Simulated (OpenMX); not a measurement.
Crystal: Pt.

```
CELL_PARAMETERS angstrom
0.00000 1.96090 1.96090
1.96090 0.00000 1.96090
1.96090 1.96090 0.00000
ATOMIC_POSITIONS crystal
Pt 0.00000 0.00000 0.00000
```

Base run:

```yaml
Program: OpenMX 3.8.5
Functional: PBE
Potentials_or_basis: OpenMX 2013 PBE set, Pt7.0-s3p2d2f1, grid cutoff 350 Ry
k_mesh: 13 × 13 × 13
Occupations: fermi-dirac, width 0.05 eV
Spin: no spin polarisation
```

Its results: band gap on the k mesh none (metal or under the smearing width); pressure 12.7 GPa.

The run is repeated on the same cell with these changes: functional from PBE to LDA; potentials or basis from OpenMX 2013 PBE set, Pt7.0-s3p2d2f1, grid cutoff 350 Ry to OpenMX 2013 PBE set, Pt7.0-s3p2d2, grid cutoff 400 Ry. What comes out?

Band gap on the k mesh none (metal or under the smearing width); pressure 4.1 GPa.

Caveats: the basis of atomic orbitals isn't converged, which shifts pressures, moduli and gaps; the potentials were made for another functional, which shifts forces and pressure (some runs).
